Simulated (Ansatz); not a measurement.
## Calculation log, In (I4/mmm) (phonons)

Computed with PBEsol, all-electron LAPW in Ansatz 0.2.0, scalar-relativistic; not a measurement.

Cell and atoms were relaxed beforehand by PAW with this functional.

Command:

```sh
ansatz run input.yaml --threads 2 --pin off --max-ram 5120MiB --backend cpu --events-out ev --progress --plain --runs-dir out
```

Input file:

```yaml
crystal:
  lattice:
    - [-1.6135625197, 1.6135625197, 2.4559139518]
    - [1.6135625197, -1.6135625197, 2.4559139518]
    - [1.6135625197, 1.6135625197, -2.4559139518]
  atoms:
    - { symbol: In, position: [0.0, 0.0, 0.0] }
kpoints:
  mp_grid: { grid: [22, 22, 22] }
scf:
  occupations: { method: fermi_dirac, width: 0.1 }
hamiltonian:
  xc: pbesol
  pseudopotentials: { kind: all_electron, lapw: { basis_error: 0.0005 } }
phonons:
  qmesh: [2, 2, 2]
  qpath:
    path:
      - [0.0, 0.0, 0.0]
      - [0.0, 0.0, 0.5]
      - [0.25, 0.25, 0.25]
      - [0.0, 0.5, 0.0]
      - [0.0, 0.0, 0.0]
      - [0.5, 0.5, -0.5]
      - [0.3579158687, 0.6420841313, -0.3579158687]
      - [-0.3579158687, 0.3579158687, 0.3579158687]
      - [0.0, 0.0, 0.0]
    npoints: 6
  temperatures: { t_min: 0, t_max: 1000, t_step: 100 }
```

Output (shortened where marked):

```
Warning: memory was short for the fastest plan: the run takes shorter FFT grids or displacements that keep more symmetry, can take longer, and its results differ within their numerical error; set basis.low_memory alike in runs that are compared
Warning: RAYON_NUM_THREADS=2 ignored (pool sized by the plan → 2); use --threads N
LAPW: plane waves up to 7.469 Å⁻¹, error target 5.0e-4 eV per atom; small_component_spin mean_spin; In in spheres of 1.565 Å, 21 of its electrons in bands, Dirac shells [] (how accurate: ...
Engine: ansatz 0.2.0, aarch64-unknown-linux-gnu
Pseudopotentials: kind: all_electron
Pseudopotential: In, LAPW, valence charge 21, lapw/all_electron/scalar/gaussian/In, Koelling and Harmon's equation, gaussian nucleus
Functional definition: PBEsol
  exchange = pbesol_x
  correlation = pbesol_c
Crystal: 2 atoms, lattice volume = 51.153 Å³
Basis set: ecut = 212.54038866851212 eV, 347 PW (Γ), FFT grids on a1, a1+a2−a3, a3, exchange–correlation at level 2
Bands: 30, of which v1, the nominal top of the filled ones, is band 21 counted from 1 (20 counted from 0)
Symmetry: 8 space group operations
k-points: 1398 of 5324
Non-local potential: In, projectors of the file, none
Initial density: superposition of atomic densities (chi_scale 0.1, normalization cell)
Initial wavefunctions: plane waves of lowest kinetic energy (no species holds an atomic orbital)
Functional: x = pbesol(κ = 0.804, μ = 0.12345679012345678), c = pbesol(β = 0.046)
iter 1 solved again at ethr=5.49e-5 eV; its pass at ethr=1.00e-1 eV (dr2=2.31e-2 eV) is discarded
SCF iter   1: F=—  HF=-319947.204759 eV  |F-HF|=—  |Δ(HF+E_count)|=         —  Δρ=7.67e-3  dr2=2.32e-2  ethr=5.49e-5  ⟨swp⟩=3.2  Hψ=287204  notcnv=0
preconditioner: auto → Kerker (q_TF=auto, 2.640 Å⁻¹)  [metal: Δε(μ)=0.022 eV  Ē_g=19.404 eV  σ=0.100 eV  W_gap=0.05  n_scr=18 (ndim 8)  ℏωp=26.5 eV  f_vac=0.000  D(μ)=0.84/eV (n_scr^D=2)]
SCF iter   2: F=—  HF=-319947.140349 eV  |F-HF|=—  |Δ(HF+E_count)|=   6.44e-2  Δρ=4.24e-3  dr2=8.44e-3  ethr=5.49e-5  ⟨swp⟩=2.0  Hψ=116700  notcnv=0  defer=1
SCF iter   3: F=—  HF=-319947.135262 eV  |F-HF|=—  |Δ(HF+E_count)|=   5.09e-3  Δρ=2.83e-3  dr2=4.27e-3  ethr=2.01e-5  ⟨swp⟩=2.0  Hψ=116674  notcnv=0
SCF iter   4: F=—  HF=-319947.134322 eV  |F-HF|=—  |Δ(HF+E_count)|=   9.40e-4  Δρ=1.18e-3  dr2=9.16e-4  ethr=1.02e-5  ⟨swp⟩=2.0  Hψ=116675  notcnv=0
iter 5 solved again at ethr=9.55e-8 eV; its pass at ethr=2.18e-6 eV (dr2=4.01e-5 eV) is discarded
SCF iter   5: F=—  HF=-319947.134541 eV  |F-HF|=—  |Δ(HF+E_count)|=   2.19e-4  Δρ=2.39e-4  dr2=4.01e-5  ethr=9.55e-8  ⟨swp⟩=2.0  Hψ=197000  notcnv=0
SCF iter   6: F=—  HF=-319947.134544 eV  |F-HF|=—  |Δ(HF+E_count)|=   3.28e-6  Δρ=7.28e-5  dr2=2.81e-6  ethr=9.55e-8  ⟨swp⟩=2.0  Hψ=116674  notcnv=0
SCF iter   7: F=—  HF=-319947.134544 eV  |F-HF|=—  |Δ(HF+E_count)|=   1.40e-8  Δρ=1.74e-5  dr2=2.14e-7  ethr=6.68e-9  ⟨swp⟩=2.0  Hψ=116674  notcnv=0
SCF iter   8: F=—  HF=-319947.134544 eV  |F-HF|=—  |Δ(HF+E_count)|=   8.50e-9  Δρ=4.60e-6  dr2=1.10e-8  ethr=5.10e-10  ⟨swp⟩=2.0  Hψ=116674  notcnv=0
[... 111 lines left out ...]
SCF iter   7: F=-319947.134420 eV  HF=-319947.134420 eV  |F-HF|=2.91e-10  |Δ(HF+E_count)|=  7.57e-10  Δρ=7.37e-7  dr2=2.71e-10  ethr=4.71e-12  ⟨swp⟩=2.0  Hψ=39040  notcnv=0
SCF 10 converged in 7 iterations: F = -319947.134420 eV  dr2 = 2.71e-10
iter 1 solved again at ethr=1.85e-8 eV; its pass at ethr=1.00e-1 eV (dr2=7.75e-6 eV) is discarded
SCF iter   1: F=—  HF=-319947.134520 eV  |F-HF|=—  |Δ(HF+E_count)|=         —  Δρ=8.62e-5  dr2=7.11e-6  ethr=1.85e-8  ⟨swp⟩=6.6  Hψ=212916  notcnv=0
preconditioner: auto → Kerker (q_TF=auto, 2.640 Å⁻¹)  [metal: Δε(μ)=0.015 eV  Ē_g=19.762 eV  σ=0.100 eV  W_gap=0.04  n_scr=16 (ndim 8)  ℏωp=26.5 eV  f_vac=0.000  D(μ)=0.84/eV (n_scr^D=2)]
SCF iter   2: F=—  HF=-319947.134518 eV  |F-HF|=—  |Δ(HF+E_count)|=   1.16e-6  Δρ=5.91e-5  dr2=3.34e-6  ethr=1.69e-8  ⟨swp⟩=2.0  Hψ=66571  notcnv=0
SCF iter   3: F=—  HF=-319947.134518 eV  |F-HF|=—  |Δ(HF+E_count)|=   5.91e-7  Δρ=2.36e-5  dr2=6.11e-7  ethr=7.94e-9  ⟨swp⟩=2.0  Hψ=66571  notcnv=0
iter 4 solved again at ethr=5.63e-12 eV; its pass at ethr=1.46e-9 eV (dr2=2.36e-9 eV) is discarded
SCF iter   4: F=—  HF=-319947.134518 eV  |F-HF|=—  |Δ(HF+E_count)|=   1.63e-7  Δρ=2.98e-6  dr2=2.38e-9  ethr=5.63e-12  ⟨swp⟩=2.2  Hψ=112682  notcnv=0
SCF iter   5: F=—  HF=-319947.134518 eV  |F-HF|=—  |Δ(HF+E_count)|=   5.36e-9  Δρ=1.07e-6  dr2=5.01e-10  ethr=5.63e-12  ⟨swp⟩=2.0  Hψ=66571  notcnv=0
SCF iter   6: F=-319947.134518 eV  HF=-319947.134518 eV  |F-HF|=2.91e-10  |Δ(HF+E_count)|=  8.15e-10  Δρ=7.07e-7  dr2=2.36e-10  ethr=1.94e-12 (applied; sched 1.19e-12)  ⟨swp⟩=2.0  Hψ=66571  notcnv=0
SCF 11 converged in 6 iterations: F = -319947.134518 eV  dr2 = 2.36e-10
SCF converged after 9 iterations
Free energy (F): -319947.134544 eV
Harris-Foulkes:  -319947.134544 eV  (|F-HF|=5.82e-11)
Internal energy: -319947.106471 eV  (E = F + TS)
E sigma→0 (E₀):  -319947.120507 eV
Entropy (-TS):   -0.028073 eV (-14.037 meV/atom)
Fermi energy:    13.770403 eV
--- Per-component energies (eV) ---
  E_band       = -1080.721103
  E_kinetic    = 335795.859669
  E_xc         = -8559.077597
  E_electrostatic = -647183.888542  (all electrons and nuclei)
  E_smearing   = -0.028073  (= −TS)
  E_closure    = 0.000000  (closes the sum)
  Σ components = -319947.134544   (vs F -319947.134544, Δ=0.00e0)
  Basis errors (estimates in eV, not in F): energy 1.2e-4 per atom: plane waves 1.2e-4 (6.1e-5 summed), levels above the bands 7.9e-60, relativity 8.2e-9, radial functions 1.2e-6, core shells 4.0e-9; eigenvalues (radial functions ...
--- Forces (eV/Å), atoms counted from 1 ---
  atom   1  In     0.00000000    -0.00000000     0.00000000
  atom   2  In     0.00000000     0.00000000     0.00000000
  max |Σ_I F_I| component: 9.86e-32 eV/Å
--- Phonons: 8 displaced members + 3 references (amplitude of the first 0.01 Å, Σ member SCF iterations 52) ---
  ASR residual: 6.680e-5 → 0.000e0 eV/Å²; symmetrization residual: 2.249e-4 eV/Å²
  largest component of a force at the reference: 9.9e-32 eV/Å
  ASR residual per site (eV/Å²): 6.68e-5
  Γ frequencies (cm⁻¹): 0.00 0.00 0.00
--- Phonons (by wavevector): 4 wavevectors in 3 supercells ---
  supercell 1 (2 cells, vectors [1, 0, 1], [0, 2, 2], [0, 0, 1] in multiples of the cell's): 3 displaced members by 0.01 Å; free energy -319947.134544 eV; taken off its force constants: by the sum rule 6.7e-5, by the ...
  symmetry images taken by strict's conditions (phonons.symmetry_images: auto; settled by no image being taken that strict refuses)
  supercell 2 (2 cells, vectors [1, 0, 0], [0, 1, 0], [0, 2, 2] in multiples of the cell's): 3 displaced members by 0.01 Å; free energy -319947.134544 eV; taken off its force constants: by the sum rule 2.9e-5, by the ...
  symmetry images taken by strict's conditions (phonons.symmetry_images: auto; settled by no image being taken that strict refuses)
  supercell 3 (2 cells, vectors [0, 1, 1], [-1, 0, -1], [0, 0, 2] in multiples of the cell's): 2 displaced members by 0.01 Å; free energy -319947.134544 eV; taken off its force constants: by the sum rule 3.5e-5, by the ...
  symmetry images taken by strict's conditions (phonons.symmetry_images: auto; settled by no image being taken that strict refuses)
  q = [0.0000, 0.0000, 0.0000] (star 1, supercell 1; hermiticity 0.00e0, symmetrization 0.00e0): 0.00 0.00 0.00
  q = [0.0000, 0.0000, -0.5000] (star 2, supercell 2; hermiticity 2.45e-16, symmetrization 1.33e-15): 46.74 74.77 115.89
  q = [0.0000, -0.5000, 0.0000] (star 4, supercell 1; hermiticity 2.45e-16, symmetrization 7.80e-16): 24.10 36.02 117.28
  q = [-0.5000, -0.5000, -0.5000] (star 1, supercell 3; hermiticity 2.45e-16, symmetrization 1.08e-15): 49.91 49.91 108.31
  joined force constants: q→R imaginary residual 0.00e0
  density of states and harmonic sums: on the 24×24×28 q-mesh, interpolated from the force constants of a 2×2×2 supercell (no non-analytic term)
  largest difference from the sums on the solved wave vectors: F 7.25e-2 eV, S 1.05e-4 and C_V 3.23e-5 eV/K
```

The calculation finished and met its thresholds.

Harmonic thermodynamics:

Harmonic phonons of a crystal by Kohn-Sham DFT at the given cell, standard atomic masses, acoustic sum rule imposed; negative wavenumbers are unstable modes; sums over wave vectors interpolated from the q mesh.

```
Zero point energy : 12.1 meV/atom
```

| temperature (K) | phonon heat capacity (k_B/atom) | phonon entropy (k_B/atom) | phonon free energy (meV/atom) |
| --- | --- | --- | --- |
| 100 | 2.758 | 3.682 | -3.67 |
| 200 | 2.936 | 5.667 | -44.85 |
| 300 | 2.971 | 6.866 | -99.19 |
| 400 | 2.984 | 7.722 | -162.2 |
| 500 | 2.989 | 8.389 | -231.7 |
| 600 | 2.993 | 8.934 | -306.4 |
| 700 | 2.994 | 9.396 | -385.5 |
| 800 | 2.996 | 9.796 | -468.2 |
| 900 | 2.997 | 10.15 | -554.2 |
| 1000 | 2.997 | 10.46 | -643 |

### Phonons on the q mesh

One row a degenerate set, branches counted upwards.

```json
{
 "Unstable phonons": "no"
}
```

| point | q a (r.l.u.) | q b (r.l.u.) | q c (r.l.u.) | branch | phonon wavenumber (cm⁻¹) | degeneracy |
| --- | --- | --- | --- | --- | --- | --- |
| N | 0.5 | 0 | 0 | 1 | 24.1 | 1 |
| N | 0.5 | 0 | 0 | 2 | 36 | 1 |
| N | 0.5 | 0 | 0 | 3 | 117.3 | 1 |
| X | 0.5 | 0.5 | 0 | 1 | 46.7 | 1 |
| X | 0.5 | 0.5 | 0 | 2 | 74.8 | 1 |
| X | 0.5 | 0.5 | 0 | 3 | 115.9 | 1 |
| M | 0.5 | 0.5 | 0.5 | 1 | 49.9 | 2 |
| M | 0.5 | 0.5 | 0.5 | 3 | 108.3 | 1 |

Known limits: responses of metals move with mesh and smearing; a very soft zone-boundary mode, near an instability or sensitive to the mesh; coarse q mesh.

Time and hardware: 29 min on 2 threads of Arm Neoverse V1 (shared host), peak memory 3.7 GiB.
